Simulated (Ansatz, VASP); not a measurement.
# PbO in VASP and in Ansatz

```
Pb O
1.0
     0.00000    2.83174    2.83174
     2.83174    0.00000    2.83174
     2.83174    2.83174    0.00000
Pb O
1 1
Direct
  0.00000 0.00000 0.00000
  0.25000 0.25000 0.25000
```

Alike in both runs: task single point; functional PBE; k mesh 6 × 6 × 6; no spin polarisation.

```csv
,VASP,Ansatz
version,VASP 6.6.1,Ansatz 0.2.0
potentials or method,"VASP PAW PBE potentials, release 64 (Pb_d, O)","plane waves, PAW"
plane-wave cutoff (eV),520,420
occupations,"gaussian, width 0.01 eV",fixed
valence electrons in the cell,20,20
```

```tsv
	VASP	Ansatz	Ansatz less VASP
gap on the k mesh at the Fermi level (eV)	0.56	0.56	-0.001
pressure (GPa)	0.0	0.0	+0.02
```

Caveats: spin-orbit coupling is left out, which as a rule narrows the gap of such compounds by several tenths of an eV. A k mesh can miss the band edges.
